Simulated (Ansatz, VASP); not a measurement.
# CaO in VASP and in Ansatz

The input INCAR:

```
SYSTEM = CaO
ALGO = Normal
EDIFF = 1E-6
EDIFFG = -0.005
ENCUT = 600
GGA = PS
IBRION = 2
ISIF = 3
ISMEAR = 0
LASPH = .True.
LCHARG = .False.
LREAL = .False.
LWAVE = .False.
NELM = 100
NSW = 100
PREC = Accurate
SIGMA = 0.02
```

File KPOINTS:

```
k-points
0
Gamma
  8 8 8
  0 0 0
```

File POSCAR:

```
CaO
1.0
    0.0000000000      2.4065000000      2.4065000000
    2.4065000000      0.0000000000      2.4065000000
    2.4065000000      2.4065000000      0.0000000000
Ca O
1 1
Direct
    0.0000000000      0.0000000000      0.0000000000
    0.5000000000      0.5000000000      0.5000000000
```

Input for Ansatz:

```yaml
crystal:
  lattice:
    - [0.0, 2.4065, 2.4065]
    - [2.4065, 0.0, 2.4065]
    - [2.4065, 2.4065, 0.0]
  atoms:
    - { symbol: Ca, position: [0.0, 0.0, 0.0] }
    - { symbol: O, position: [0.5, 0.5, 0.5] }
basis:
  ecutwfc: 420
kpoints:
  mp_grid: { grid: [8, 8, 8] }
hamiltonian:
  xc: pbesol
scf:
  occupations: { method: gaussian, width: 0.02 }
output:
  forces: true
  stress: true
  eigenvalues: true
relax:
  adjacent_minimum: "off"
  f_tol: 0.005
  max_steps: 80
  cell: { stress_tol: 0.05 }
```

Alike in both runs: task relaxation of cell and atoms; functional PBEsol; k mesh 8 × 8 × 8; occupations gaussian, width 0.02 eV; no spin polarisation.

|  | VASP | Ansatz |
| --- | --- | --- |
| version | VASP 6.6.1 | Ansatz 0.2.0 |
| potentials or method | VASP PAW PBE potentials, release 64 (Ca_sv, O) | scalar-relativistic, plane waves, PAW |
| plane-wave cutoff (eV) | 600 | 420 |
| valence electrons in the cell | 16 | 16 |

Ansatz gave:

| Quantity | Value |
| --- | --- |
| gap on the k mesh at the Fermi level, each at its own relaxed structure (eV) | 3.54 |
| relaxed volume (Å³/atom) | 13.54 |
| relaxed cell length with the largest relative difference (Å) | 3.371 |
| energy change over the relaxation (meV/atom) | -4 |

Problem. Estimate VASP's values.

Solution. gap on the k mesh at the Fermi level, each at its own relaxed structure (eV): 3.53; relaxed volume (Å³/atom): 13.61; relaxed cell length with the largest relative difference (Å): 3.376; energy change over the relaxation (meV/atom): -3.

Caveats: the PAW data sets were made with another functional, which shifts forces and pressure a little (VASP). A k mesh can miss the band edges.
